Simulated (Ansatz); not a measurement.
Start from RuO₂ in the rutile structure (space group P4_2/mnm, No. 136; a = 4.523 Å, c = 3.119 Å). Axes: x, y, z lie along a, b, c of the conventional cell.

All numbers come from Kohn–Sham DFT with the PBE functional, run in Ansatz (a first-principles code) with PAW and 420 eV plane waves, scalar-relativistic without spin-orbit coupling.

Before the change:

The shortest interatomic distance is 1.955 Å and the band gap comes out as zero.

Now apply this change: uniaxial stress, 1 GPa tension along x; all other stress components relax to zero.

### Question
Estimate the effect on the energy relative to the base, shortest interatomic distance and band gap.

### Answer
The energy goes up by 0.3 meV/atom; the shortest interatomic distance is nearly the same (1.955 Å against 1.957 Å); the band gap remains zero.

Without a gap, meshes like the base's 10×10×15 leave anisotropic stresses uncertain by several tenths of a GPa, and small strain energies with them. Load acts through the strain it causes; cell and atoms are relaxed under it. Stability under load was not tested beyond the relaxation. No Hubbard U is applied, and correlation can decide whether such a compound is a metal. The final runs are not spin-polarised.
